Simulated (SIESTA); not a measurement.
GaSb:

```
Sb Ga
1.0
     0.00000    3.05900    3.05900
     3.05900    0.00000    3.05900
     3.05900    3.05900    0.00000
Sb Ga
1 1
Direct
  0.75000 0.75000 0.75000
  0.00000 0.00000 0.00000
```

| Quantity | Value |
| --- | --- |
| Program | SIESTA 5.4.2 |
| Task | relaxation of cell and atoms |
| Functional | PBE |
| Potentials or basis | PseudoDojo 0.4 standard (PBE files) |
| Basis | TZP (energy shift 0.002 Ry; radii capped at 9.5 bohr) |
| Grid cutoff | 1200 Ry |
| Energy shift | 0.002 Ry |
| k mesh | 6 × 6 × 6 |
| Occupations | fermi-dirac, width 0.05 eV |
| Spin | no spin polarisation |

At the start: pressure 3.5 GPa; volume 28.62 Å³/atom.

Where does the relaxation end?

Over 3 steps the energy falls by 22.3 meV/atom and the volume is 30.81 Å³/atom (+7.6 %); space group F-43m (No. 216, to 0.05 Å).

The path:
| step | energy change (eV) | largest force (eV/Å) | pressure (GPa) | volume (Å³) |
| --- | --- | --- | --- | --- |
| 1 | 0.0000 | 0.0000 | 3.53 | 57.25 |
| 2 | -0.0038 | 0.0000 | 3.37 | 57.43 |
| 3 | -0.0447 | 0.0000 | -0.01 | 61.62 |

Final structure:
```xyz
2
Lattice="0.0001 3.1350 3.1350 3.1350 0.0001 3.1350 3.1350 3.1350 0.0001" Properties=species:S:1:pos:R:3 pbc="T T T"
Sb    4.7026    4.7026    4.7026
Ga    0.0000    0.0000    0.0000
```

Caveat: semicore shells carry a single zeta, which can move pressures by several GPa and volumes by a few percent; the basis of atomic orbitals isn't converged, which shifts pressures, moduli and gaps.
